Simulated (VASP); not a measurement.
Here is a VASP 6.6.1 calculation.

The input INCAR:

```
SYSTEM = Te
ALGO = Fast
EDIFF = 1E-6
ENCUT = 520
GGA = PS
ISIF = 2
ISMEAR = -1
LASPH = .True.
LCHARG = .False.
LREAL = .False.
LWAVE = .False.
NBANDS = 13
NELM = 60
PREC = Accurate
SIGMA = 0.1
```

File KPOINTS:

```
k-points
0
Gamma
  11 11 8
  0 0 0
```

POSCAR

```
Te
1.0
    3.9673156263      0.0000000000      0.0000000000
   -1.9836578131      3.4357961173      0.0000000000
    0.0000000000      0.0000000000      4.4815112896
Te
2
Direct
    0.3333333333      0.6666666667      0.2500000000
    0.6666666667      0.3333333333      0.7500000000
```

Potentials or basis: VASP PAW PBE potentials, release 64 (Te).

Run with:

```console
$ cat potpaw_PBE.64/Te/POTCAR > POTCAR
$ mpirun -np 1 vasp_std > vasp.out
```

What does it give for the band gap on the k mesh?

None (metal or under the smearing width).

What does it give for the pressure?

-2.1 GPa.

Stress tensor (GPa, compression positive):
```
-1.51  0.00  0.00
 0.00 -1.51  0.00
 0.00  0.00 -3.41
```

Caveat: the PAW data sets were made with another functional, which shifts forces and pressure a little. Spin-orbit coupling is left out, which matters for the levels of Te.
